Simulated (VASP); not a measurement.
# ZnSe (Stilleite) (F-43m) in VASP: a series of runs

One crystal, ZnSe (Stilleite), is run at these levels: HSE06; tasks: single point.

Program: VASP 6.6.1. These are calculated values, not measurements. Logs are shortened: lines on timing, memory, paths and dates and some standing lists are left out, and cuts for length are marked.

### Step 1. The structure

It takes space group F-43m (No. 216, cubic). The conventional cell has a = 5.668 Å, b = 5.668 Å, c = 5.668 Å, α = 90.00°, β = 90.00°, γ = 90.00°. Se (site symmetry -43m) has 4 Zn at 2.45 Å as nearest neighbours. Zn (site symmetry -43m) has 4 Se at 2.45 Å as nearest neighbours.

### Step 2. Single point, HSE06, non-collinear spin, zero start, spin-orbit coupling

POSCAR

```
ZnSe
1.0
    0.0000000000      2.8338000000      2.8338000000
    2.8338000000      0.0000000000      2.8338000000
    2.8338000000      2.8338000000      0.0000000000
Se Zn
1 1
Direct
    0.7500000000      0.7500000000      0.7500000000
    0.0000000000      0.0000000000      0.0000000000
```

INCAR.step1

```
SYSTEM = ZnSe
PREC = Accurate
ENCUT = 520
EDIFF = 1E-5
ISMEAR = 0
SIGMA = 0.02
LREAL = .FALSE.
LASPH = .TRUE.
NELM = 100
ALGO = Normal
ISIF = 2
LWAVE = .TRUE.
MAGMOM = 0 0 0 0 0 0
LORBIT = 11
LSORBIT = .TRUE.
GGA_COMPAT = .FALSE.
GGA = PE
```

INCAR.step2

```
SYSTEM = ZnSe
PREC = Accurate
ENCUT = 520
EDIFF = 1E-7
ISMEAR = 0
SIGMA = 0.02
LREAL = .FALSE.
LASPH = .TRUE.
NELM = 100
ALGO = Normal
ISIF = 2
LWAVE = .FALSE.
LCHARG = .TRUE.
MAGMOM = 0 0 0 0 0 0
LORBIT = 11
LSORBIT = .TRUE.
GGA_COMPAT = .FALSE.
GGA = PE
LHFCALC = .TRUE.
HFSCREEN = 0.2
PRECFOCK = Fast
LVHAR = .TRUE.
ISTART = 1
```

KPOINTS

```
Automatic mesh
0
G
  4 4 4
  0 0 0
```

Potentials or basis: VASP PAW PBE potentials, release 64 (Se, Zn).

Launch:

```console
cat potpaw_PBE.64/Se/POTCAR potpaw_PBE.64/Zn/POTCAR > POTCAR
cp INCAR.step1 INCAR
mpirun -np 1 vasp_ncl > vasp.out
cp INCAR.step2 INCAR
mpirun -np 1 vasp_ncl > vasp.out
```

OUTCAR:

```text
SYSTEM = ZnSe
   PREC = Accurate
   ENCUT = 520
   EDIFF = 1E-7
   ISMEAR = 0
   LREAL = .FALSE.
   LASPH = .TRUE.
   NELM = 100
   ISIF = 2
   LORBIT = 11
   LSORBIT = .TRUE.
   GGA = PE
   LHFCALC = .TRUE.
   HFSCREEN = 0.2
   PRECFOCK = Fast
   ISTART = 1

 ion  position               nearest neighbor table
   1  0.750  0.750  0.750-   2 2.45   2 2.45   2 2.45   2 2.45
   2  0.000  0.000  0.000-   1 2.45   1 2.45   1 2.45   1 2.45

  LATTYP: Found a face centered cubic cell.
 ALAT       =     5.6676000000

  Lattice vectors:

 A1 = (   0.0000000000,   2.8338000000,   2.8338000000)
 A2 = (   2.8338000000,   0.0000000000,   2.8338000000)
 A3 = (   2.8338000000,   2.8338000000,   0.0000000000)

Analysis of symmetry for initial positions (statically):
=====================================================================
 Subroutine PRICEL returns:
 Original cell was already a primitive cell.

 Routine SETGRP: Setting up the symmetry group for a
 face centered cubic supercell.

 Subroutine GETGRP returns: Found 24 space group operations
 (whereof 24 operations were pure point group operations)
 out of a pool of 48 trial point group operations.

The static configuration has the point symmetry T_d .

Analysis of symmetry for dynamics (positions and initial velocities):
=====================================================================
 Subroutine PRICEL returns:
 Original cell was already a primitive cell.

 Routine SETGRP: Setting up the symmetry group for a
 face centered cubic supercell.

 Subroutine GETGRP returns: Found 24 space group operations
 (whereof 24 operations were pure point group operations)
 out of a pool of 48 trial point group operations.

The dynamic configuration has the point symmetry T_d .

Analysis of structural, dynamic, and magnetic symmetry:
=====================================================================
 Subroutine PRICEL returns:
 Original cell was already a primitive cell.

 Routine SETGRP: Setting up the symmetry group for a
 face centered cubic supercell.

 Subroutine GETGRP returns: Found 24 space group operations
 (whereof 24 operations were pure point group operations)
 out of a pool of 48 trial point group operations.

The overall configuration has the point symmetry T_d .

 Subroutine INISYM returns: Found 24 space group operations
 (whereof 24 operations are pure point group operations),
 and found     1 'primitive' translations

----------------------------------------------------------------------------------------

                                     Primitive cell

  volume of cell :      45.5132

  direct lattice vectors                    reciprocal lattice vectors
     0.000000000  2.833800000  2.833800000    -0.176441527  0.176441527  0.176441527
     2.833800000  0.000000000  2.833800000     0.176441527 -0.176441527  0.176441527
     2.833800000  2.833800000  0.000000000     0.176441527  0.176441527 -0.176441527

  length of vectors
     4.007598393  4.007598393  4.007598393     0.305605690  0.305605690  0.305605690

  position of ions in fractional coordinates (direct lattice)
     0.750000000  0.750000000  0.750000000
     0.000000000  0.000000000  0.000000000

  ion indices of the primitive-cell ions
   primitive index   ion index
                 1           1
                 2           2

----------------------------------------------------------------------------------------
[... 76 lines left out ...]
  volume/ion in A,a.u.               =      22.76       153.57
  Fermi-wavevector in a.u.,A,eV,Ry     =   1.201673  2.270834 19.647073  1.444019
  Thomas-Fermi vector in A             =   2.337476
   LORBIT       =     11    0 simple, 1 ext, 2 COOP (PROOUT), +10 PAW based schemes
   GGA     = PE    functional components
   LHFCALC =     T    Hartree Fock is set to
   PRECFOCK=fast      Normal, Fast or Accurate (Low or Medium for compatibility)
   ENCUT4O =  -1.0   cutoff for four orbital integrals eV
   NKREDX  =     1    reduce k-point grid by
   NKREDY  =     1    reduce k-point grid by
   NKREDZ  =     1    reduce k-point grid by
   AEXX    =    0.2500 exact exchange contribution
   HFSCREEN=    0.2000 screening length (either q_TF or 0.3 A-1)
   HFSCREENC=   0.2000 screening length for correlation (either q_TF or 0.3 A-1)
   ENCUTFOCK=  -1.0 apply spherical cutoff to Coloumb kernel
   IVDW    =     0    specifies the selected vdW correction
   LEPSILON=     F    determine dielectric tensor
   LRPA    =     F    only Hartree local field effects (RPA)
 Gauss-broadening in eV      SIGMA  =   0.02
  energy-cutoff  :      520.00
  volume of cell :       45.51
 maximum number of plane-waves:      2486
 NGX is ok and might be reduce to    30
  NGX = 18; NGY = 18; NGZ = 18

 number of electron      18.0000012 magnetization       0.0000000     -0.0000001     -0.0000001

 number of electron      18.0000012 magnetization      -0.0000000     -0.0000000     -0.0000000

 number of electron      18.0000012 magnetization       0.0000000      0.0000000      0.0000000

 Free energy of the ion-electron system (eV)
  ---------------------------------------------------
  ext. energy  EPLUGINS =         0.00000000
  ---------------------------------------------------
  free energy    TOTEN  =        -7.41656878 eV

  energy without entropy =       -7.41656878  energy(sigma->0) =       -7.41656878

 E-fermi :   1.2305     XC(G=0):  -7.7139

 val. band max:        1.1010256824   @ k =   0.0000   0.0000   0.0000
 cond. band min:       3.4072770773   @ k =   0.0000   0.0000   0.0000
 fundamental gap:      2.3062513949
 Fermi energy:         1.2304551629

 k-point     1 :       0.0000    0.0000    0.0000
  band No.  band energies     occupation
      1     -13.4025      1.00000
      2     -13.4025      1.00000
      3      -7.3600      1.00000
      4      -7.3600      1.00000
      5      -7.3600      1.00000
      6      -7.3600      1.00000
[... 279 lines left out ...]
     25       9.7401      0.00000
     26       9.7660      0.00000

------------------------ aborting loop because EDIFF is reached ----------------------------------------

  FORCE on cell =-STRESS in cart. coord.  units (eV):
  Direction    XX          YY          ZZ          XY          YZ          ZX
  --------------------------------------------------------------------------------------
  -------------------------------------------------------------------------------------
  Total        0.4145227      0.4145227      0.4145227     -0.0000000     -0.0000000     -0.0000000
  in kB       14.5922187     14.5922187     14.5922187     -0.0000000     -0.0000000     -0.0000000
  external PRESSURE =      14.5922187 kB  Pullay stress =       0.0000000 kB

 VOLUME and BASIS-vectors are now :
 -----------------------------------------------------------------------------
  energy-cutoff  :      520.00
  volume of cell :       45.51
      direct lattice vectors                 reciprocal lattice vectors
     0.000000000  2.833800000  2.833800000    -0.176441527  0.176441527  0.176441527
     2.833800000  0.000000000  2.833800000     0.176441527 -0.176441527  0.176441527
     2.833800000  2.833800000  0.000000000     0.176441527  0.176441527 -0.176441527

 POSITION                                       TOTAL-FORCE (eV/Angst)
 -----------------------------------------------------------------------------------
      4.25070      4.25070      4.25070         0.000000      0.000000      0.000000
      0.00000      0.00000      0.00000        -0.000000     -0.000000     -0.000000
 -----------------------------------------------------------------------------------
    total drift:                                0.000001      0.000003      0.000003

  FREE ENERGIE OF THE ION-ELECTRON SYSTEM (eV)
  ---------------------------------------------------
  free  energy   TOTEN  =        -7.4165687812 eV

  energy  without entropy=       -7.4165687812  energy(sigma->0) =       -7.41656878

 Spin-Orbit-Coupling matrix elements

 Ion:    1  E_soc:     -0.0348184
 l=   1
     0.0000000    -0.0057963    -0.0057963
    -0.0057963     0.0000000    -0.0057963
    -0.0057963    -0.0057963     0.0000000
 l=   2
     0.0000000    -0.0000038     0.0000000    -0.0000038    -0.0000030
    -0.0000038     0.0000000    -0.0000023    -0.0000038    -0.0000008
     0.0000000    -0.0000023     0.0000000    -0.0000023     0.0000000
    -0.0000038    -0.0000038    -0.0000023     0.0000000    -0.0000008
    -0.0000030    -0.0000008     0.0000000    -0.0000008     0.0000000
 l=   3
     0.0000000     0.0000000     0.0000000     0.0000000     0.0000000     0.0000000     0.0000000
     0.0000000     0.0000000     0.0000000     0.0000000     0.0000000     0.0000000     0.0000000
     0.0000000     0.0000000     0.0000000     0.0000000     0.0000000     0.0000000     0.0000000
     0.0000000     0.0000000     0.0000000     0.0000000     0.0000000     0.0000000     0.0000000
     0.0000000     0.0000000     0.0000000     0.0000000     0.0000000     0.0000000     0.0000000
     0.0000000     0.0000000     0.0000000     0.0000000     0.0000000     0.0000000     0.0000000
     0.0000000     0.0000000     0.0000000     0.0000000     0.0000000     0.0000000     0.0000000

 Ion:    2  E_soc:     -0.0077256
 l=   1
     0.0000000    -0.0004135    -0.0004135
    -0.0004135     0.0000000    -0.0004135
    -0.0004135    -0.0004135     0.0000000
 l=   2
     0.0000000    -0.0001802     0.0000000    -0.0001802    -0.0006938
    -0.0001802     0.0000000    -0.0005204    -0.0001802    -0.0001735
     0.0000000    -0.0005204     0.0000000    -0.0005204     0.0000000
    -0.0001802    -0.0001802    -0.0005204     0.0000000    -0.0001735
    -0.0006938    -0.0001735     0.0000000    -0.0001735     0.0000000
 l=   3
     0.0000000     0.0000000     0.0000000     0.0000000     0.0000000     0.0000000     0.0000000
     0.0000000     0.0000000     0.0000000     0.0000000     0.0000000     0.0000000     0.0000000
     0.0000000     0.0000000     0.0000000     0.0000000     0.0000000     0.0000000     0.0000000
     0.0000000     0.0000000     0.0000000     0.0000000     0.0000000     0.0000000     0.0000000
     0.0000000     0.0000000     0.0000000     0.0000000     0.0000000     0.0000000     0.0000000
     0.0000000     0.0000000     0.0000000     0.0000000     0.0000000     0.0000000     0.0000000
     0.0000000     0.0000000     0.0000000     0.0000000     0.0000000     0.0000000     0.0000000

 total charge

# of ion       s       p       d       tot
------------------------------------------
    1        1.439   2.508   0.026   3.974
    2        0.491   0.441   9.824  10.756
--------------------------------------------------
tot          1.930   2.949   9.850  14.729

 magnetization (x)

# of ion       s       p       d       tot
------------------------------------------
    1        0.000   0.000   0.000   0.000
    2        0.000   0.000  -0.000   0.000
--------------------------------------------------
tot          0.000   0.000  -0.000   0.000

 magnetization (y)

# of ion       s       p       d       tot
------------------------------------------
    1        0.000   0.000   0.000   0.000
    2        0.000  -0.000   0.000  -0.000
--------------------------------------------------
tot          0.000  -0.000   0.000   0.000

 magnetization (z)

# of ion       s       p       d       tot
------------------------------------------
    1        0.000  -0.000   0.000  -0.000
    2       -0.000   0.000  -0.000  -0.000
--------------------------------------------------
tot         -0.000   0.000  -0.000  -0.000
```

Run time: 15 min. Hardware: 1 thread of Intel Xeon Platinum 8488C (Sapphire Rapids), shared host; peak memory 0.37 GiB.

Results:

```yaml
Free_energy: -7.4166 eV
Pressure: 1.5 GPa
Net_moment: 0.00 μB per cell
Valence_electrons_inside_the_program's_atomic_spheres: Se 3.97; Zn 10.76
```

Moments on the atoms (μB; x, y, z):
```
Se  0.00 0.00 0.00
Zn  0.00 0.00 0.00
```

Caveat: the k mesh is coarse (spacing up to 0.48 Å⁻¹), so the values aren't converged, least of all with exact exchange; the PAW data sets were made with another functional, which shifts forces and pressure a little.

### Step 3. Single point, HSE06

POSCAR is that of step 2.

Edit INCAR.step1 of step 2 so:

```diff
@@ -12,6 +12,2 @@
 LWAVE = .TRUE.
-MAGMOM = 0 0 0 0 0 0
-LORBIT = 11
-LSORBIT = .TRUE.
-GGA_COMPAT = .FALSE.
 GGA = PE
```

Edit INCAR.step2 of step 2 so:

```diff
@@ -13,6 +13,2 @@
 LCHARG = .TRUE.
-MAGMOM = 0 0 0 0 0 0
-LORBIT = 11
-LSORBIT = .TRUE.
-GGA_COMPAT = .FALSE.
 GGA = PE
@@ -21,2 +17,3 @@
 PRECFOCK = Fast
+LELF = .TRUE.
 LVHAR = .TRUE.
```

KPOINTS is that of step 2.

Potentials or basis: VASP PAW PBE potentials, release 64 (Se, Zn).

Launch:

```console
cat potpaw_PBE.64/Se/POTCAR potpaw_PBE.64/Zn/POTCAR > POTCAR
cp INCAR.step1 INCAR
mpirun -np 1 vasp_std > vasp.out
cp INCAR.step2 INCAR
mpirun -np 1 vasp_std > vasp.out
```

Run time: 2.5 min. Hardware: 1 thread of Intel Xeon Platinum 8488C (Sapphire Rapids), shared host; peak memory 0.26 GiB.

The run converged. Its results:

- Free energy: -7.3955 eV
- Pressure: 1.5 GPa
- Band gap on the k mesh: 2.45 eV, direct

Levels at points of the mesh, in eV from the valence-band top:
```csv
k point,band 7,band 8,band 9,band 10,band 11,band 12
"(0.00, 0.00, 0.00)",0.00,0.00,0.00,2.45,6.96,6.96
"(0.50, 0.00, 0.00)",-5.53,-0.91,-0.91,3.68,7.51,7.51
"(0.50, 0.50, 0.00)",-5.13,-2.31,-2.31,3.88,4.52,12.21
```

Caveat: the k mesh is coarse (spacing up to 0.48 Å⁻¹), so the values aren't converged, least of all with exact exchange; the PAW data sets were made with another functional, which shifts forces and pressure a little.
